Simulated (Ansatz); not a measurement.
A trial cell of Al, before relaxation:

Space group I4_1/amd:1 (No. 141). a = 6.418 Å, b = 6.418 Å, c = 4.444 Å, α = 90.00°, β = 90.00°, γ = 90.00°
```json
{"atom": "Al", "site": "4a", "symmetry": "-4m2", "x": "0.0000", "y": "0.0000", "z": "0.0000"}
{"atom": "Al", "site": "8d", "symmetry": ".2/m.", "x": "0.0000", "y": "0.7500", "z": "0.6250"}
```

Method: Ansatz, DFT PBE, scalar-relativistic, plane waves, PAW. Cutoff 420 eV, Gaussian smearing, Γ-centred meshes. Cell and atoms relax first on a coarse mesh and then on a finer one. In between, the cell is made exact in the group found at 0.06 Å. In metals the finer mesh still leaves noise of several meV/atom or more. The steps can't lower the symmetry of their start. No spin polarisation.

A guess keeps its type if space group and coordination stay and the shape of the cell changes little (axis ratios within about 15 %, angles within 6°); the volume may change.

Question: Does this structure survive the relaxation?

Answer: It doesn't keep its type. The symmetry goes from I4_1/amd (No. 141) to Fd-3m (No. 227). The volume per atom grows by 14.5 %, from 15.3 to 17.5 Å³. The shortest distance goes from 2.31 Å (Al–Al) to 2.65 Å (Al–Al). Counting neighbours within 15 % of an atom's shortest distance, the start has Al 4/6 and the end Al 6/16. In detail, at the end around Al on a site of symmetry -43m lie 16 Al at 3.10–3.24 Å; around Al on a site of symmetry -3m lie 6 Al at 2.65 Å and 6 Al at 3.10 Å.

```
CELL_PARAMETERS angstrom
0.00000 3.74179 3.74179
3.74179 0.00000 3.74179
3.74179 3.74179 0.00000
ATOMIC_POSITIONS crystal
Al 0.00000 0.00000 0.00000
Al 0.25000 0.25000 0.25000
Al 0.62500 0.62500 0.12500
Al 0.62500 0.12500 0.62500
Al 0.12500 0.62500 0.62500
Al 0.62500 0.62500 0.62500
```

Energies count from the standard state of Al at the same level.

Question: At what energy does it end?

Answer: +0.16 eV/atom. It lies above the standard state, so it could only be metastable.

The last run used a 10×10×10 mesh for its 6-atom cell and Gaussian smearing of 0.10 eV. A structure relaxed within its symmetry needn't be a true minimum.

In counts of neighbours, a slash parts the counts of unlike sites.
